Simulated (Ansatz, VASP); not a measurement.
## Two plane-wave programs on V

File INCAR:

```
PREC = Accurate
ENCUT = 520
EDIFF = 1E-7
ISMEAR = -1
SIGMA = 0.05
LREAL = F
LASPH = T
NELM = 120
ALGO = Normal
ISIF = 2
LWAVE = F
LCHARG = F
ISPIN = 2
MAGMOM = 2
LORBIT = 11
LMAXMIX = 4
GGA = PS
NBANDS = 16
```

File KPOINTS:

```
regular mesh
0
Gamma
  12 12 12
```

The input POSCAR:

```
V
1.0
   -1.5342779432      1.5342779432      1.5342779432
    1.5342779432     -1.5342779432      1.5342779432
    1.5342779432      1.5342779432     -1.5342779432
V
1
Direct
    0.0000000000      0.0000000000      0.0000000000
```

The input input.yaml:

```yaml
crystal:
  lattice:
    - [-1.5342779432, 1.5342779432, 1.5342779432]
    - [1.5342779432, -1.5342779432, 1.5342779432]
    - [1.5342779432, 1.5342779432, -1.5342779432]
  atoms:
    - { symbol: V, position: [0.0, 0.0, 0.0], spin: 2.0 }
hamiltonian:
  xc: pbesol
  pseudopotentials: { kind: paw }
magnetization:
  spin_polarized: true
kpoints:
  mp_grid: { grid: [12, 12, 12] }
scf:
  occupations: { method: fermi_dirac, width: 0.05 }
output:
  forces: true
  stress: true
  eigenvalues: true
```

Change from the starting cell: volume scaled by 1.04.

Alike in both runs: task single point; functional PBEsol; k mesh 12 × 12 × 12; occupations fermi-dirac, width 0.05 eV; collinear spin, ferromagnetic start.

|  | VASP | Ansatz |
| --- | --- | --- |
| version | VASP 6.6.1 | Ansatz 0.2.0 |
| potentials or method | VASP PAW PBE potentials, release 64 (V_sv) | Ansatz PAW |
| plane-wave cutoff (eV) | 520 | 420 |
| valence electrons in the cell | 13 | 13 |

Ansatz gave:

| Item | Value |
| --- | --- |
| gap on the k mesh at the Fermi level (eV) | none |
| pressure (GPa) | -17.4 |
| net moment per atom (μB) | 0.00 |

Problem. What did VASP give for the same quantities?

Solution. gap on the k mesh at the Fermi level (eV): none; pressure (GPa): -17.2; net moment per atom (μB): 0.00.

A gap of «none» marks a metal or a gap that the smearing closes.

Caveats: the PAW data sets were made with another functional, which shifts forces and pressure a little (VASP); the PAW data sets come from PBE, with cores solved anew for the run's functional, which leaves a small shift of forces and pressure (Ansatz); the starting moments weren't kept (Ansatz).
